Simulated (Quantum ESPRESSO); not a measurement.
HfO2: zone-centre phonons and dielectric response under several settings

```
Hf O
1.0
     0.00000    2.55750    2.55750
     2.55750    0.00000    2.55750
     2.55750    2.55750    0.00000
Hf O
1 2
Direct
  0.00000 0.00000 0.00000
  0.75000 0.75000 0.75000
  0.25000 0.25000 0.25000
```

Measurements of this composition are mostly on another form, of space group No. 14.

All runs used Quantum ESPRESSO 7.5; relaxed cell; no spin polarisation; cutoff 490 eV; occupations smeared at first, fixed for the response.

```csv
level,potentials,k mesh (s: shifted),lowest optical mode without the field (cm⁻¹),highest optical mode without the field (cm⁻¹),highest mode with the field (cm⁻¹),ε∞ (mean),ε0 (mean),Born charge of atom 1 (e),sum of the Born charges (e)
LDA,JTH 2.0 LDA,6 × 6 × 6s,?,?,?,?,?,?,?
PBE,JTH 2.0 PBE,4 × 4 × 4s,218,573,609,5.19,40.5,5.49,0.04
```

What stands in the row left open?

Lowest optical mode without the field 266 cm⁻¹; highest optical mode without the field 609 cm⁻¹; highest mode with the field 640 cm⁻¹; ε∞ 5.30; ε0 30.5; Born charge of atom 1 5.53 e; sum of the Born charges 0.03 e.

